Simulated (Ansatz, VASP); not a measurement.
Given: the input of a run of VASP 6.6.1 on Ni.

The input INCAR:

```
SYSTEM = Ni
PREC = Accurate
ENCUT = 520
EDIFF = 1E-6
ISMEAR = -1
SIGMA = 0.05
LREAL = .False.
LASPH = .True.
NELM = 120
ALGO = Fast
ISIF = 2
LWAVE = .False.
LCHARG = .True.
ISPIN = 2
MAGMOM = 2.5
LORBIT = 11
LMAXMIX = 4
GGA = PE
LELF = .True.
LVHAR = .True.
```

KPOINTS

```
Automatic mesh
0
Gamma
  13 13 13
  0 0 0
```

File POSCAR:

```
Ni
1.0
    0.0000000000      1.7375729330      1.7375729330
    1.7375729330      0.0000000000      1.7375729330
    1.7375729330      1.7375729330      0.0000000000
Ni
1
Direct
    0.0000000000      0.0000000000      0.0000000000
```

Potentials or basis: VASP PAW PBE potentials, release 64 (Ni).

Run with:

```console
$ cat potpaw_PBE.64/Ni/POTCAR > POTCAR
$ mpirun -np 1 vasp_std > vasp.out
```

Problem. Translate it to Ansatz 0.2.0. Potentials there: Ansatz PAW.

Solution. As run (the cutoff follows the program's own potentials):

Contents of input.yaml:

```yaml
crystal:
  lattice:
    - [0.0, 1.737572933, 1.737572933]
    - [1.737572933, 0.0, 1.737572933]
    - [1.737572933, 1.737572933, 0.0]
  atoms:
    - { symbol: Ni, position: [0.0, 0.0, 0.0], spin: 1.0 }
hamiltonian:
  xc: pbe
  pseudopotentials: { kind: paw }
magnetization:
  spin_polarized: true
kpoints:
  mp_grid: { grid: [13, 13, 13] }
scf:
  occupations: { method: fermi_dirac, width: 0.05 }
output:
  forces: true
  stress: true
  eigenvalues: true
```

Potentials or basis: Ansatz PAW.

Command:

```sh
$ ansatz run input.yaml --threads 1 --pin off --max-ram 3584MiB --backend cpu --events-out ev --progress --plain --runs-dir out
```

Both were run:

|  | VASP | Ansatz | Ansatz less VASP |
| --- | --- | --- | --- |
| gap on the k mesh at the Fermi level (eV) | none | none | - |
| pressure (GPa) | 8.1 | 8.1 | +0.01 |
| net moment per atom (μB) | 0.62 | 0.63 | +0.007 |
| size of the moment on the site where the two differ most (μB) | 0.63 | 0.67 | +0.035 |

Site moments also hang on the region over which each program counts them. A gap of «none» marks a metal or a gap that the smearing closes. The two sets of potentials don't hold the same shells in valence.
